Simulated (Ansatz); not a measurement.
# CdF2: the cost of one run

Computed with Ansatz 0.2.0 (DFT PBEsol, scalar-relativistic, plane waves, PAW, unless a step's input says otherwise).

41 further runs of the same task are left out: 41 set aside as unsound or not needed.

## Step 1: Starting point

The structure is cubic, space group Fm-3m (No. 225). Conventional cell: a = 5.384 Å, b = 5.384 Å, c = 5.384 Å, α = 90.00°, β = 90.00°, γ = 90.00°. Around Cd (site symmetry m-3m) lie 8 F at 2.33 Å. F (site symmetry -43m) is surrounded by 4 Cd at 2.33 Å.

As a file:

```cif
data_structure
_symmetry_space_group_name_H-M 'P 1'
_symmetry_Int_Tables_number 1
_cell_length_a 3.8072
_cell_length_b 3.8072
_cell_length_c 3.8072
_cell_angle_alpha 60.000
_cell_angle_beta 60.000
_cell_angle_gamma 60.000
_cell_volume 39.02
loop_
_atom_site_label
_atom_site_type_symbol
_atom_site_fract_x
_atom_site_fract_y
_atom_site_fract_z
_atom_site_occupancy
Cd1 Cd 0.00000 0.00000 0.00000 1
F1 F 0.25000 0.25000 0.25000 1
F2 F 0.75000 0.75000 0.75000 1
```

It is the result of an earlier relaxation at this level (volume 13.01 Å³/atom; gap on the mesh: 2.94 eV).

## Step 2: The scan

The energy is mapped over volume and the cell's shape.

The axes are (1) volume per atom: 9 values from 10.93 to 15.09 Å³; (2) c/a of the conventional cell: 9 values from 0.923 to 1.083.

Nothing else is relaxed (symmetry fixes all fractional coordinates). Energies count from the relaxed crystal. Points are written as (first, second).

## Step 3: The run at (10.93 Å³, 0.923)

The input, input.yaml:

```yaml
crystal:
  lattice:
    - [0.0, 2.6088568604, 2.4079748821]
    - [2.6088568604, 0.0, 2.4079748821]
    - [2.6088568604, 2.6088568604, 0.0]
  atoms:
    - { symbol: Cd, position: [0.0, 0.0, 0.0] }
    - { symbol: F, position: [0.25, 0.25, 0.25] }
    - { symbol: F, position: [0.75, 0.75, 0.75] }
basis:
  ecutwfc: 520.0
kpoints:
  mp_grid: { grid: [8, 8, 8] }
hamiltonian:
  xc: pbesol
scf:
  occupations: { method: gaussian, width: 0.05 }
output:
  forces: true
  stress: true
  eigenvalues: true
```

Launch:

```bash
$ ansatz run input.yaml --threads 1 --pin off --max-ram 2048MiB --backend cpu --events-out ev --progress --plain --runs-dir out
```

What time and memory should one allow on 1 thread of Arm Neoverse V1, shared host?

About 2.5 s, with a peak of 0.33 GiB.
